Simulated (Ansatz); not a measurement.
## How much do the gradients of Au depend on the method?

Cell: a COD entry, whose atoms a relaxation with PBE at fixed cell left in place.

```
Au
1.0
     2.90000    0.00000    0.00000
    -1.45000    2.51147    0.00000
     0.00000    0.00000    4.88000
Au
2
Direct
  0.33333 0.66667 0.75000
  0.66667 0.33333 0.25000
```

Atom numbers follow the list; atoms alike are taken as one site, whose name carries the number of the first.

First run. Level of theory: DFT, PBE, plane waves and PAW, scalar-relativistic, 420 eV cutoff, Γ-centred 18×18×10 k-points, Fermi–Dirac smearing 0.05 eV (Ansatz 0.2.0).

```
site  atom  V_zz (10²¹ V/m²)     η
  Au     1              1.14  0.00
```

Second run. The same atoms and settings, except that the functional is PBEsol.

(1) What does the second run give?

## Answers

(1) 

```csv
site,atom,V_zz,η,change of V_zz
Au,1,1.15,0.00,+0.01
```

No V_zz moves by more than 0.02.

With no gap above 0.1 eV, as in a metal, the gradients converge slowly in k; expect changes of a tenth or more on a denser mesh. Spin–orbit coupling is left out, which shifts gradients on Au by a few per cent in wide-gap crystals, and can shift them far more where the calculated gap is small or absent, as here.
For the second run: At this cell the PBEsol pressure is -6 GPa, so with PBEsol the cell would shrink if it were relaxed.
